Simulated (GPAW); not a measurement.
# MgO (Fm-3m): G0W0 on several meshes in GPAW

Wanted: mesh dependence and cost of G0W0 for MgO (Fm-3m).

Main program and level: GPAW 26.7.0; PBE and many-body steps on it, plane waves.

### Step 1. The starting structure

It takes space group Fm-3m (No. 225, cubic). Conventional cell: a = 4.194 Å, b = 4.194 Å, c = 4.194 Å, α = 90.00°, β = 90.00°, γ = 90.00°. Nearest to Mg lie 6 O at 2.10 Å. Nearest to O lie 6 Mg at 2.10 Å. Farther neighbours and most contacts between anions are not listed.

As a file:

```
Mg O
1.0
     0.00000    2.09700    2.09700
     2.09700    0.00000    2.09700
     2.09700    2.09700    0.00000
Mg O
1 1
Direct
  0.00000 0.00000 0.00000
  0.50000 0.50000 0.50000
```

The cell and positions are those that the Materials Project relaxed with its own functionals (PBE, PBE+U or r2SCAN), kept fixed.

### Step 2. Empty states on the mesh, 8×8×8 mesh, 284 bands

This step: GPAW 26.7.0; DFT, PBE, plane waves, PAW.

The sums over transitions need many empty states on a uniform mesh; this step solves for them.

Input file run.py:

```python
import json
import numpy as np
from gpaw.mpi import world
from gpaw import GPAW

calc = GPAW('gs.gpw').fixed_density(kpts={'size': (8, 8, 8), 'gamma': True},
    parallel={'domain': 1, 'band': 1},
    txt='nscf.txt')
calc.diagonalize_full_hamiltonian(nbands=284)
calc.write('full.gpw', mode='all')
res = {}
kpts = calc.get_ibz_k_points()
res['kpts'] = kpts
res['eigenvalues'] = [calc.get_eigenvalues(kpt=k) for k in range(len(kpts))]
res['n_electrons'] = calc.get_number_of_electrons()

if world.rank == 0:
    with open('result.json', 'w') as f:
        json.dump(res, f, default=lambda x: x.tolist())
```

Command:

```console
$ mpirun -n 8 gpaw python run.py
```

Numbers of over 12 decimals in the logs are rounded to 6 here.

The log of the run:

```text
Diagonalizing LCAO Hamiltonian
Converting LCAO to pw mode
convergence criteria:
- Maximum integral of absolute [eigenst]ate change: 4e-08 eV^2 / valence electron
maximum number of iterations: 100

SCF iterations
|iter     |     time |      energy | eigst |  dens |
|iter:   1|  |             | +1.35 |       |
|iter:   2|  |             | +0.18 |       |
|iter:   3|  |             | -0.73 |       |
|iter:   4|  |             | -2.94 |       |
|iter:   5|  |             | -4.05 |       |
|iter:   6|  |             | -6.28 |       |
|iter:   7|  |             | -7.49c|       |
SCF steps: 7
  __  _  _
 | _ |_)|_||  |
 |__||  | ||/\| - 26.7.0

Input parameters:
  mode=PW(ecut=600.0),
  convergence={'density': 1e-06, 'bands': -3},
  gpts=array([18, 18, 18]),
  kpts=MonkhorstPack(size=(8, 8, 8), gamma=True),
  maxiter=100,
  nbands=15,
  occupations=Occupations(name='fermi-dirac', width=0.001, fixmagmom=False),
  parallel={'domain': 1, 'band': 1},
  xc=XC(name='PBE')
Matrix size: 609x609
# Writing to full.gpw (mode='all')
  [... matrices ...]

timing:  # [seconds]
  Total: 2.102  # ━━━━━━━━━━━━━━━━━━━━━━━━━━━━━━━━━━━━━━━━━━━━━━━━━━━━━━━━━━━
```

Run time: 8.4 s. Hardware: 8 MPI ranks of Intel Xeon Platinum 8259CL at 2.50GHz (Skylake/Cascade Lake), shared host; peak memory 1.4 GiB; 65 s of CPU time.

Numbers from this step:

| Quantity | Value |
| --- | --- |
| gap | 4.886 eV |
| k of the valence top | 0, 0, 0 |
| k of the conduction bottom | 0, 0, 0 |
| least direct gap | 4.886 eV |
| k points computed | 29 |
| lowest point of the top converged band, above the valence top | 332.3458 eV |

On this mesh the gap is 4.886 eV.

### Step 3. 8×8×8

Now the one-shot GW correction: screening in the RPA, then the self-energy of the levels asked for.

This step: G0W0 on PBE, plane waves, PAW.

Input file run.py:

```python
import json
import numpy as np
from gpaw.mpi import world
from gpaw.response.g0w0 import G0W0

gw = G0W0('full.gpw',
    filename='gw',
    kpts=[0],
    bands=(6, 10),
    ecut=210,
    nbands=127,
    integrate_gamma='WS',
    ppa=True)
gw.calculate()
res = {mode: {k: v for k, v in r.items() if k != 'sigma_eskwn'}
       for mode, r in gw.all_results.items()}

if world.rank == 0:
    with open('result.json', 'w') as f:
        json.dump(res, f, default=lambda x: x.tolist())
```

Command:

```console
$ mpirun -n 8 gpaw python run.py
```

The log of the run:

```text
Using integrator: PointIntegrator
FrequencyGridDescriptor(from 0.000+0.000j to 0.000+27.211j eV, 2 points)
Nonperiodic BCs:  [False False False]
Using integrator: PointIntegrator
FrequencyGridDescriptor(from 0.000+0.000j to 0.000+27.211j eV, 2 points)
Nonperiodic BCs:  [False False False]
  ___  _ _ _
 |   || | | |
 | | || | | |
 |__ ||_____|
 |___|

BZ k-points: Symmetries present (total): 48

  [... matrices ...]
512 k-points: 8 x 8 x 8 Monkhorst-Pack grid + [1/16,1/16,1/16]
29 k-points in the irreducible part of the Brillouin zone
       k-points in crystal coordinates                weights
   0:     0.00000000    0.00000000    0.00000000          1/512
   1:     0.12500000    0.12500000    0.00000000          6/512
   2:     0.12500000    0.12500000    0.12500000          8/512
   3:     0.25000000    0.12500000    0.12500000         12/512
   4:     0.25000000    0.25000000    0.00000000          6/512
   5:     0.25000000    0.25000000    0.12500000         24/512
   6:     0.25000000    0.25000000    0.25000000          8/512
   7:     0.37500000    0.25000000   -0.37500000         24/512
   8:     0.37500000    0.25000000    0.12500000         24/512
   9:     0.37500000    0.25000000    0.25000000         24/512
          ...
  28:     0.50000000    0.50000000    0.50000000          4/512

Distributing spins, k-points and bands (1 x 1 x 4) over 8 processes
Number of blocks: 1

Quasi particle states:
k-points (IBZ indices): [0]
Band range: (6, 10)
  [... matrices ...]
Computational parameters:
Plane wave cut-off: 210 eV
Number of bands: 127
Coulomb cutoff: None
Broadening: 0.1 eV

fxc modes: GW
Kernel: RPA
Using Godby-Needs plasmon-pole approximation:
  Fitting energy: i*E0, E0 = 1.000 Hartree
Summing all q:

Calculating screened Coulomb potential
No Coulomb truncation
FrequencyGridDescriptor(from 0.000+0.000j to 0.000+27.211j eV, 2 points)
Removing empty qpoint cache files...

Calculating chi0 body with:
    Ground state adapter containing:
    Number of spins: 1
    Number of kpoints: 512
    Number of irreducible kpoints: 29
    Number of completely occupied states: 8
    Number of partially occupied states: 8
    Occupied states memory: 0.7119140625 M / cpu

    Linear response parametrization:
    q_c: [0.0, 0.0, 0.0]
    Number of frequency points: 2
    Planewave cutoff: 210.0
    Number of bands: 127
    Number of planewaves: 137
    Broadening (eta): 1e-06
    comm.size: 8
    kncomm.size: 8
    blockcomm.size: 1

    Memory estimate of potentially large arrays:
        chi0_wGG: 0.572784 M / cpu
Integrating chi0 body.

Symmetries of q_c:
    Direct symmetries (Uq -> q): 48
    Indirect symmetries (TUq -> q): 0
In total 48 allowed symmetries.

  [... matrices ...]
29 groups of equivalent kpoints. 94.3359375% reduction.

Integral kind: response function
Integrating chi0 head and wings.

Symmetries of q_c:
    Direct symmetries (Uq -> q): 48
    Indirect symmetries (TUq -> q): 0
In total 48 allowed symmetries.

  [... matrices ...]
29 groups of equivalent kpoints. 94.3359375% reduction.

Integral kind: response function wings

Calculating chi0 body with:
    Ground state adapter containing:
    Number of spins: 1
    Number of kpoints: 512
    Number of irreducible kpoints: 29
    Number of completely occupied states: 8
    Number of partially occupied states: 8
    Occupied states memory: 0.7119140625 M / cpu

[... the further q-points ...]

Results:
f:      Occupation numbers
eps:     KS-eigenvalues [eV]
vxc:     KS vxc [eV]
exx:     Exact exchange [eV]
sigma:   Self-energies [eV]
dsigma:  Self-energy derivatives
Z:       Renormalization factors
qp:      QP-energies [eV]

k-point 0 (0): (0.000, 0.000, 0.000)                GW
band       f     eps     vxc     exx   sigma  dsigma       Z      qp
                                                                   GW
   6   1.000   5.013 -20.987 -26.443   3.659  -0.251   0.799   3.576
   7   1.000   5.013 -20.987 -26.443   3.659  -0.251   0.799   3.576
   8   0.000   9.899 -14.832 -10.125  -3.433  -0.173   0.852  10.985
   9   0.000  20.915  -9.613  -3.707  -4.578  -0.188   0.842  22.033
```

Elapsed: 3.8 min, on 8 MPI ranks; peak memory 2.4 GiB; 30 min of CPU time.

Numbers from this step:

```
G0W0 gap on the points computed              : 7.409 eV
least direct G0W0 gap on the computed points : 7.409 eV
Z at the valence top                         : 0.7994
Z at the conduction bottom                   : 0.8522
starting gap on the mesh                     : 4.886 eV
k of the valence top                         : 0, 0, 0
k of the conduction bottom                   : 0, 0, 0
```

The gap on the mesh goes from 4.89 eV to 7.41 eV, a correction of +2.52 eV.

### Step 4. Empty states on the mesh, 6×6×6 mesh, 137 bands

This step: DFT, PBE, plane waves, PAW.

Input file run.py:

```python
import json
import numpy as np
from gpaw.mpi import world
from gpaw import GPAW

calc = GPAW('gs.gpw').fixed_density(kpts={'size': (6, 6, 6), 'gamma': True},
    parallel={'domain': 1, 'band': 1},
    txt='nscf.txt')
calc.diagonalize_full_hamiltonian(nbands=137)
calc.write('full.gpw', mode='all')
res = {}
kpts = calc.get_ibz_k_points()
res['kpts'] = kpts
res['eigenvalues'] = [calc.get_eigenvalues(kpt=k) for k in range(len(kpts))]
res['n_electrons'] = calc.get_number_of_electrons()

if world.rank == 0:
    with open('result.json', 'w') as f:
        json.dump(res, f, default=lambda x: x.tolist())
```

Command:

```console
$ mpirun -n 8 gpaw python run.py
```

The log of the run:

```text
Diagonalizing LCAO Hamiltonian
Converting LCAO to pw mode
convergence criteria:
- Maximum integral of absolute [eigenst]ate change: 4e-08 eV^2 / valence electron
maximum number of iterations: 100

SCF iterations
|iter     |     time |      energy | eigst |  dens |
|iter:   1|  |             | +1.31 |       |
|iter:   2|  |             | +0.37 |       |
|iter:   3|  |             | -0.27 |       |
|iter:   4|  |             | -2.52 |       |
|iter:   5|  |             | -3.59 |       |
|iter:   6|  |             | -5.92 |       |
|iter:   7|  |             | -7.12 |       |
|iter:   8|  |             | -8.63c|       |
SCF steps: 8
  __  _  _
 | _ |_)|_||  |
 |__||  | ||/\| - 26.7.0

Input parameters:
  mode=PW(ecut=600.0),
  convergence={'density': 1e-06, 'bands': -3},
  gpts=array([18, 18, 18]),
  kpts=MonkhorstPack(size=(6, 6, 6), gamma=True),
  maxiter=100,
  nbands=15,
  occupations=Occupations(name='fermi-dirac', width=0.001, fixmagmom=False),
  parallel={'domain': 1, 'band': 1},
  xc=XC(name='PBE')
Matrix size: 609x609
# Writing to full.gpw (mode='all')
  [... matrices ...]

timing:  # [seconds]
  Total: 1.240  # ━━━━━━━━━━━━━━━━━━━━━━━━━━━━━━━━━━━━━━━━━━━━━━━━━━━━━━━━━━━
```

Wall time 9.4 s (8 MPI ranks); peak memory 1.3 GiB.

This step gave:

```
gap                                                           : 4.886 eV
k of the valence top                                          : 0, 0, 0
k of the conduction bottom                                    : 0, 0, 0
least direct gap                                              : 4.886 eV
k points computed                                             : 16
lowest point of the top converged band, above the valence top : 193.5715 eV
```

On this mesh the gap is 4.886 eV.

### Step 5. 6×6×6

This step: G0W0 on PBE, plane waves, PAW.

Input file run.py:

```python
import json
import numpy as np
from gpaw.mpi import world
from gpaw.response.g0w0 import G0W0

gw = G0W0('full.gpw',
    filename='gw',
    kpts=[0],
    bands=(6, 10),
    ecut=210,
    nbands=127,
    integrate_gamma='WS',
    ppa=True)
gw.calculate()
res = {mode: {k: v for k, v in r.items() if k != 'sigma_eskwn'}
       for mode, r in gw.all_results.items()}

if world.rank == 0:
    with open('result.json', 'w') as f:
        json.dump(res, f, default=lambda x: x.tolist())
```

Command:

```console
$ mpirun -n 8 gpaw python run.py
```

The log of the run:

```text
Using integrator: PointIntegrator
FrequencyGridDescriptor(from 0.000+0.000j to 0.000+27.211j eV, 2 points)
Nonperiodic BCs:  [False False False]
Using integrator: PointIntegrator
FrequencyGridDescriptor(from 0.000+0.000j to 0.000+27.211j eV, 2 points)
Nonperiodic BCs:  [False False False]
  ___  _ _ _
 |   || | | |
 | | || | | |
 |__ ||_____|
 |___|

BZ k-points: Symmetries present (total): 48

  [... matrices ...]
216 k-points: 6 x 6 x 6 Monkhorst-Pack grid + [1/12,1/12,1/12]
16 k-points in the irreducible part of the Brillouin zone
       k-points in crystal coordinates                weights
   0:     0.00000000    0.00000000    0.00000000          1/216
   1:     0.16666667    0.16666667    0.00000000          6/216
   2:     0.16666667    0.16666667    0.16666667          8/216
[...]
9:     0.50000000    0.33333333   -0.16666667         12/216
          ...
  15:     0.50000000    0.50000000    0.50000000          4/216

Distributing spins, k-points and bands (1 x 1 x 4) over 8 processes
Number of blocks: 1

Quasi particle states:
k-points (IBZ indices): [0]
Band range: (6, 10)
  [... matrices ...]
Computational parameters:
Plane wave cut-off: 210 eV
Number of bands: 127
Coulomb cutoff: None
Broadening: 0.1 eV

fxc modes: GW
Kernel: RPA
Using Godby-Needs plasmon-pole approximation:
  Fitting energy: i*E0, E0 = 1.000 Hartree
Summing all q:

Calculating screened Coulomb potential
No Coulomb truncation
FrequencyGridDescriptor(from 0.000+0.000j to 0.000+27.211j eV, 2 points)
Removing empty qpoint cache files...

Calculating chi0 body with:
    Ground state adapter containing:
    Number of spins: 1
    Number of kpoints: 216
    Number of irreducible kpoints: 16
    Number of completely occupied states: 8
    Number of partially occupied states: 8
    Occupied states memory: 0.7119140625 M / cpu

    Linear response parametrization:
    q_c: [1.3877787807814457e-17, 1.3877787807814457e-17, 1.3877787807814457e-17]
    Number of frequency points: 2
    Planewave cutoff: 210.0
    Number of bands: 127
    Number of planewaves: 137
    Broadening (eta): 1e-06
    comm.size: 8
    kncomm.size: 8
    blockcomm.size: 1

    Memory estimate of potentially large arrays:
        chi0_wGG: 0.572784 M / cpu
Integrating chi0 body.

Symmetries of q_c:
    Direct symmetries (Uq -> q): 48
    Indirect symmetries (TUq -> q): 0
In total 48 allowed symmetries.

  [... matrices ...]
16 groups of equivalent kpoints. 92.592593% reduction.

Integral kind: response function
Integrating chi0 head and wings.

Symmetries of q_c:
    Direct symmetries (Uq -> q): 48
    Indirect symmetries (TUq -> q): 0
In total 48 allowed symmetries.

  [... matrices ...]
16 groups of equivalent kpoints. 92.592593% reduction.

Integral kind: response function wings

Calculating chi0 body with:
    Ground state adapter containing:
    Number of spins: 1
    Number of kpoints: 216
    Number of irreducible kpoints: 16
    Number of completely occupied states: 8
    Number of partially occupied states: 8
[... the further q-points ...]

Results:
f:      Occupation numbers
eps:     KS-eigenvalues [eV]
vxc:     KS vxc [eV]
exx:     Exact exchange [eV]
sigma:   Self-energies [eV]
dsigma:  Self-energy derivatives
Z:       Renormalization factors
qp:      QP-energies [eV]

k-point 0 (0): (0.000, 0.000, 0.000)                GW
band       f     eps     vxc     exx   sigma  dsigma       Z      qp
                                                                   GW
   6   1.000   5.013 -20.987 -26.452   3.663  -0.250   0.800   3.571
   7   1.000   5.013 -20.987 -26.452   3.663  -0.250   0.800   3.571
   8   0.000   9.899 -14.832 -10.105  -3.447  -0.174   0.852  10.990
   9   0.000  20.915  -9.613  -3.706  -4.574  -0.162   0.861  22.062
```

It took 74 s on 8 MPI ranks; peak memory 1.9 GiB; 9.8 min of CPU time.

This step gave:

| Quantity | Value |
| --- | --- |
| G0W0 gap on the points computed | 7.419 eV |
| least direct G0W0 gap on the computed points | 7.419 eV |
| Z at the valence top | 0.7998 |
| Z at the conduction bottom | 0.8521 |
| starting gap on the mesh | 4.886 eV |
| k of the valence top | 0, 0, 0 |
| k of the conduction bottom | 0, 0, 0 |

Against G0W0 in GPAW (8×8×8 mesh, 127 bands, screening to 210 eV, Godby-Needs plasmon pole), the gap moves by +0.009 eV.

### Step 6. The runs together

Times are wall times on 8 MPI ranks of Intel Xeon Platinum 8259CL at 2.50GHz (Skylake/Cascade Lake), shared host, good to a factor of about two.

| run | mesh | bands | screening cutoff (eV) | DFT gap (eV) | gap on the mesh (eV) | direct (eV) | time |
| --- | --- | --- | --- | --- | --- | --- | --- |
| 8×8×8 | 8×8×8 | 127 | 210 | 4.886 | 7.409 | 7.409 | 3.8 min |
| 6×6×6 | 6×6×6 | 127 | 210 | 4.886 | 7.419 | 7.419 | 74 s |

### Step 7. Results

- 8×8×8: 7.409 eV
- 6×6×6: 7.419 eV
- known limits: not at the basis limit

What this shows: 6×6×6: +0.009 eV against 8×8×8. Bands and cutoff are finite, so the gap is not at the basis limit. The miss can reach some tenths of an eV and take either sign; the mesh is an error of its own. These stock PAW sets were not made for GW. In the G0W0 runs levels were corrected at 1 k point alone, so a gap called «on the mesh» is the least over those, and an edge elsewhere would be missed.

[Paths, hosts, dates, memory and timing lines, banners, echoed tables and standing remarks are left out of the program output.]

[Logs are printed without paths, hosts, clocks, repeated set-up lines and the standing remarks that a program may print on its own settings, such as how far it seeks lower states.]

[Runs of the session that timed out or met a known fault of the program may be left out.]

[Hosts, paths, dates, database ids (printed as entryN), source tags and the programs' standing remarks are cut or masked in the printed files.]
